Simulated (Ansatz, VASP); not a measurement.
**Two plane-wave programs on InAs**

INCAR

```
PREC = Accurate
ENCUT = 520
EDIFF = 1E-8
ISMEAR = -1
SIGMA = 0.08
LREAL = False
LASPH = True
NELM = 80
ALGO = Normal
ISIF = 2
LWAVE = False
LCHARG = False
GGA = PE
LEFG = True
NBANDS = 16
```

File KPOINTS:

```
regular mesh
0
Gamma
  10 10 10
```

File POSCAR:

```
InAs
1.0
    0.0000000000      3.0240000000      3.0240000000
    3.0240000000      0.0000000000      3.0240000000
    3.0240000000      3.0240000000      0.0000000000
In As
1 1
Direct
    0.0000000000      0.0000000000      0.0000000000
    0.7500000000      0.7500000000      0.7500000000
```

Input for Ansatz:

```yaml
crystal:
  lattice:
    - [0.0, 3.024, 3.024]
    - [3.024, 0.0, 3.024]
    - [3.024, 3.024, 0.0]
  atoms:
    - { symbol: In, position: [0.0, 0.0, 0.0] }
    - { symbol: As, position: [0.75, 0.75, 0.75] }
kpoints:
  mp_grid: { grid: [10, 10, 10] }
  band_path:
    path:
      - [0.0, 0.0, 0.0]
      - [-0.5, -0.5, 0.0]
      - [-0.375, -0.375, 0.25]
      - [-0.375, 0.0, 0.375]
      - [0.0, 0.0, 0.0]
      - [0.0, 0.0, 0.5]
      - [-0.5, -0.25, 0.25]
      - [-0.5, -0.5, 0.0]
    npoints: 8
scf:
  occupations: { method: fermi_dirac, width: 0.08 }
hamiltonian:
  xc: pbe
  pseudopotentials: { kind: paw }
output:
  forces: true
  stress: true
  eigenvalues: true
  efg: { contact_densities: true }
  populations: true
  bader: true
  dos: { projected: true, de: 0.2, e_range: [-14, 8] }
```

Alike in both runs: task electric field gradients; functional PBE; k mesh 10 × 10 × 10; occupations fermi-dirac, width 0.08 eV; no spin polarisation.

|  | VASP | Ansatz |
| --- | --- | --- |
| version | VASP 6.6.1 | Ansatz 0.2.0 |
| potentials or method | VASP PAW PBE potentials, release 64 (In_d, As) | PAW with Ansatz's default frozen-core files, scalar-relativistic |
| plane-wave cutoff (eV) | 520 | 420 |
| valence electrons in the cell | 18 | 28 |

|  | VASP | Ansatz | Ansatz less VASP |
| --- | --- | --- | --- |
| pressure (GPa) | 3.9 | 3.9 | -0.07 |
| Vzz of the field gradient on the site that differs most (V/Å²) | 0.0 | 0.0 | 0.00 |

With one functional, cell and mesh, what is left measures potentials, basis and numerics. The two sets of potentials don't hold the same shells in valence. Ansatz warned: «gradients_without_spin_orbit».
